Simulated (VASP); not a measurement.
# CuAu (P4/mmm) in VASP: notebook

Runs on CuAu. Level: PBE. Tasks: single point.

Everything below comes from runs of VASP 6.6.1. Logs are shortened: lines on timing, memory, paths and dates and some standing lists are left out, and cuts for length are marked.

## Step 1: The structure

The structure is tetragonal, space group P4/mmm (No. 123). The conventional cell has a = 2.811 Å, b = 2.811 Å, c = 3.685 Å, α = 90.00°, β = 90.00°, γ = 90.00°. Around Au (site symmetry 4/mmm) lie 8 Cu at 2.71 Å and 4 Au at 2.81 Å. Cu (site symmetry 4/mmm) is surrounded by 8 Au at 2.71 Å and 4 Cu at 2.81 Å.

## Step 2: Single point, PBE

INCAR reads:

```
SYSTEM = CuAu
ADDGRID  = .FALSE.      
ALGO     = Normal         ! electronic algorithm
EDIFF    = 1E-6           ! SCF threshold, eV
ENCUT    = 400            ! plane-wave cutoff, eV
GGA      = PE             ! functional
ISIF     = 2              ! what is computed and relaxed
ISMEAR   = 1              ! smearing method
LASPH    = .TRUE.         ! aspherical terms in the spheres
LCHARG   = .FALSE.        ! write CHGCAR
LREAL    = .FALSE.        ! projectors in reciprocal space
LWAVE    = .FALSE.        ! write WAVECAR
NBANDS   = 18             ! bands
NELM     = 100            ! most SCF steps
PREC     = Accurate       ! precision mode
SIGMA    = 0.2            ! smearing width, eV
```

KPOINTS reads:

```
k-points
0
G
  5 5 4
  0 0 0
```

POSCAR reads:

```
CuAu
1.0
    2.8107494552      0.0000000000      0.0000000000
    0.0000000000      2.8107494552      0.0000000000
    0.0000000000      0.0000000000      3.6850000000
Au Cu
1 1
Direct
    0.0000000000      0.0000000000      0.0000000000
    0.5000000000      0.5000000000      0.5000000000
```

Potentials or basis: VASP PAW PBE potentials, release 64 (Au, Cu).

Command:

```sh
$ cat potpaw_PBE.64/Au/POTCAR potpaw_PBE.64/Cu/POTCAR > POTCAR
$ mpirun -np 1 vasp_std > vasp.out
```

OUTCAR:

```text
SYSTEM = CuAu
   EDIFF = 1E-6
   ENCUT = 400
   GGA = PE
   ISIF = 2
   ISMEAR = 1
   LASPH = .TRUE.
   LREAL = .FALSE.
   NELM = 100
   PREC = Accurate

 Found     18 irreducible k-points:

 Following reciprocal coordinates:
            Coordinates               Weight
  0.000000  0.000000  0.000000      1.000000
  0.200000  0.000000  0.000000      4.000000
  0.400000  0.000000  0.000000      4.000000
  0.200000  0.200000  0.000000      4.000000
  0.400000  0.200000  0.000000      8.000000
  0.400000  0.400000  0.000000      4.000000
   k-points           NKPTS =     18   k-points in BZ     NKDIM =     18   number of bands    NBANDS=     18
   number of dos      NEDOS =    301   number of ions     NIONS =      2
   total plane-waves  NPLWV =   7776
   dimension x,y,z NGX =    18 NGY =   18 NGZ =   24
   dimension x,y,z NGXF=    36 NGYF=   36 NGZF=   48
   ions per type =               1   1
   NGX,Y,Z   is equivalent  to a cutoff of  10.65, 10.65, 10.83 a.u.
   NGXF,Y,Z  is equivalent  to a cutoff of  21.29, 21.29, 21.65 a.u.
 SYSTEM =  CuAu
   PREC   = accura    normal or accurate (medium, high low for compatibility)
   ISTART =      0    job   : 0-new  1-cont  2-samecut
   ICHARG =      2    charge: 1-file 2-atom 10-const
   ISPIN  =      1    spin polarized calculation?
   LNONCOLLINEAR =      F non collinear calculations
   LSORBIT =      F    spin-orbit coupling
   LASPH  =      T    aspherical Exc in radial PAW
   ENCUT  =  400.0 eV  29.40 Ry    5.42 a.u.   4.58  4.58  6.01*2*pi/ulx,y,z
   NELM   =    100;   NELMIN=  2; NELMDL= -5     # of ELM steps
   EDIFF  = 0.1E-05   stopping-criterion for ELM
   LREAL  =      F    real-space projection
   EDIFFG = 0.1E-04   stopping-criterion for IOM
   NSW    =      0    number of steps for IOM
   IBRION =     -1    ionic relax: 0-MD 1-quasi-New 2-CG
   NFREE  =      0    steps in history (QN), initial steepest desc. (CG)
   ISIF   =      2    stress and relaxation
   ISYM   =      2    0-nonsym 1-usesym 2-fastsym
   POTIM  = 0.5000    time-step for ionic-motion
   TEBEG  =    0.0;   TEEND  =   0.0 temperature during run
   PSTRESS=    0.0 pullay stress
   NELECT =      22.0000    total number of electrons
   NUPDOWN=      -1.0000    fix difference up-down
   EMIN   =  10.00;   EMAX   =-10.00  energy-range for DOS
   EFERMI =   0.00;   METHOD = LEGACY
   ISMEAR =     1;   SIGMA  =   0.20  broadening in eV -4-tet -1-fermi 0-gaus
   EFERMI_NEDOS =   21; number of points for ismear=-14 and -15
   IALGO  =     38    algorithm
   IMIX   =      4    mixing-type and parameters
     AMIX     =   0.40;   BMIX     =  1.00
     AMIX_MAG =   1.60;   BMIX_MAG =  1.00
  volume/ion in A,a.u.               =      14.56        98.23
  Fermi-wavevector in a.u.,A,eV,Ry     =   1.491152  2.817868 30.253005  2.223533
  Thomas-Fermi vector in A             =   2.603843
   LORBIT       =      0    0 simple, 1 ext, 2 COOP (PROOUT), +10 PAW based schemes
   GGA     = PE    functional components
   LHFCALC =     F    Hartree Fock is set to
   AEXX    =    0.0000 exact exchange contribution
   IVDW    =     0    specifies the selected vdW correction
   LEPSILON=     F    determine dielectric tensor
   LRPA    =     F    only Hartree local field effects (RPA)
 non-spin polarized calculation
 Methfessel and Paxton  Order N= 1 SIGMA  =   0.20
  energy-cutoff  :      400.00
  volume of cell :       29.11
 maximum number of plane-waves:       540
 NGX is ok and might be reduce to    18
   NGX =  9   NGY =  9   NGZ = 13

 number of electron      22.0000062 magnetization

 Free energy of the ion-electron system (eV)
  ---------------------------------------------------
  ext. energy  EPLUGINS =         0.00000000
  ---------------------------------------------------
  free energy    TOTEN  =        -7.14985959 eV

  energy without entropy =       -7.14799726  energy(sigma->0) =       -7.14923881

 E-fermi :   9.0708     XC(G=0): -12.6629

 val. band max:        9.0316957955   @ k =   0.4000   0.2000   0.5000
 cond. band min:       9.3166283299   @ k =   0.4000   0.4000   0.2500
 fundamental gap:      0.2849325344
 Fermi energy:         9.0708021853

 k-point     1 :       0.0000    0.0000    0.0000
  band No.  band energies     occupation
      1      -1.0320      2.00000
      2       2.1624      2.00000
      3       2.2907      2.00000
      4       4.6793      2.00000
      5       4.6793      2.00000
      6       5.7550      2.00000
[... 10 lines left out ...]
     17      25.5520      0.00000
     18      26.1431      0.00000

 k-point     2 :       0.2000    0.0000    0.0000
  band No.  band energies     occupation
      1      -0.1488      2.00000
      2       2.4876      2.00000
      3       2.9122      2.00000
      4       4.1618      2.00000
      5       4.8874      2.00000
      6       5.3900      2.00000
[... 10 lines left out ...]
     17      25.7228      0.00000
     18      27.5644      0.00000

 k-point     3 :       0.4000    0.0000    0.0000
  band No.  band energies     occupation
      1       1.6755      2.00000
      2       3.1422      2.00000
      3       3.3417      2.00000
      4       4.1129      2.00000
      5       4.7812      2.00000
      6       5.3488      2.00000
[... 10 lines left out ...]
     17      23.8377      0.00000
     18      25.2599      0.00000

 k-point     4 :       0.2000    0.2000    0.0000
  band No.  band energies     occupation
      1       0.6997      2.00000
      2       3.0617      2.00000
      3       3.1927      2.00000
      4       4.0161      2.00000
      5       4.3326      2.00000
      6       4.8927      2.00000
[... 10 lines left out ...]
     17      26.0251      0.00000
     18      26.5600      0.00000

 k-point     5 :       0.4000    0.2000    0.0000
  band No.  band energies     occupation
      1       2.3243      2.00000
      2       3.2285      2.00000
      3       3.2380      2.00000
      4       3.7118      2.00000
      5       4.1034      2.00000
      6       5.4077      2.00000
[... 10 lines left out ...]
     17      21.6589      0.00000
     18      22.9662      0.00000

 k-point     6 :       0.4000    0.4000    0.0000
  band No.  band energies     occupation
      1       1.9117      2.00000
      2       3.0711      2.00000
      3       3.1032      2.00000
      4       3.1048      2.00000
      5       5.9667      2.00000
      6       6.7393      2.00000
[... 10 lines left out ...]
     17      21.1655      0.00000
     18      21.6666      0.00000

 [... further k-points ...]

------------------------ aborting loop because EDIFF is reached ----------------------------------------

  FORCE on cell =-STRESS in cart. coord.  units (eV):
  Direction    XX          YY          ZZ          XY          YZ          ZX
  --------------------------------------------------------------------------------------
  -------------------------------------------------------------------------------------
  Total        0.7383051      0.7383051      0.6016596      0.0000000      0.0000000      0.0000000
  in kB       40.6316712     40.6316712     33.1115645      0.0000000      0.0000000      0.0000000
  external PRESSURE =      38.1249690 kB  Pullay stress =       0.0000000 kB

 VOLUME and BASIS-vectors are now :
 -----------------------------------------------------------------------------
  energy-cutoff  :      400.00
  volume of cell :       29.11
      direct lattice vectors                 reciprocal lattice vectors
     2.810749455  0.000000000  0.000000000     0.355776997  0.000000000  0.000000000
     0.000000000  2.810749455  0.000000000     0.000000000  0.355776997  0.000000000
     0.000000000  0.000000000  3.685000000     0.000000000  0.000000000  0.271370421

 POSITION                                       TOTAL-FORCE (eV/Angst)
 -----------------------------------------------------------------------------------
      0.00000      0.00000      0.00000         0.000000      0.000000      0.000000
      1.40537      1.40537      1.84250         0.000000      0.000000      0.000000
 -----------------------------------------------------------------------------------
    total drift:                                0.000000     -0.000000     -0.000000

  FREE ENERGIE OF THE ION-ELECTRON SYSTEM (eV)
  ---------------------------------------------------
  free  energy   TOTEN  =        -7.1498595861 eV

  energy  without entropy=       -7.1479972588  energy(sigma->0) =       -7.14923881
```

Run time: 7 s. Hardware: 1 thread of Intel Xeon Platinum 8375C at 2.90GHz (Ice Lake), shared host; peak memory 0.12 GiB.

The run converged, but some of its settings lie outside the range that counts as converged, so its numbers aren't taken as properties of the crystal.

Results:

| Item | Value |
| --- | --- |
| Free energy | -7.1499 eV |
| Pressure | 3.8 GPa |
| Band gap on the k mesh | none (metal or under the smearing width) |

Caveat: the k mesh is coarse (spacing up to 0.45 Å⁻¹), so the values aren't converged.

## Step 3: Single point, PBE

INCAR is that of step 2.

KPOINTS is that of step 2.

POSCAR reads:

```
CuAu
1.0
    2.8107494552      0.0000000000      0.0000000000
    0.0000000000      2.8107494552      0.0000000000
    0.0000000000      0.0000000000      3.6850000000
Au Cu
1 1
Direct
    0.0257070000      0.0114430000     -0.0258500000
    0.4994280000      0.4658820000      0.5068750000
```

Potentials or basis: VASP PAW PBE potentials, release 64 (Au, Cu).

Command:

```sh
$ cat potpaw_PBE.64/Au/POTCAR potpaw_PBE.64/Cu/POTCAR > POTCAR
$ mpirun -np 1 vasp_std > vasp.out
```

Run time: 12 s. Hardware: 1 thread of Intel Xeon Platinum 8375C at 2.90GHz (Ice Lake), shared host; peak memory 0.13 GiB.

These settings aren't checked as converged: the numbers below hold their error.

What came out:

```
Free energy            : -7.0561 eV
Pressure               : 6.1 GPa
Largest force          : 1.082 eV/Å
Band gap on the k mesh : none (metal or under the smearing width)
```

Caveat: the k mesh is coarse (spacing up to 0.45 Å⁻¹), so the values aren't converged.

## Step 4: The reference run

An earlier run on the cell as given: functional PBEsol; potentials or basis VASP PAW PBE potentials, release 64 (Au, Cu); cutoff 520 eV; k mesh 9 × 9 × 7; occupations fermi-dirac, width 0.05 eV; no spin polarisation.

- Pressure: -3.9 GPa
- Band gap on the k mesh: none (metal or under the smearing width)
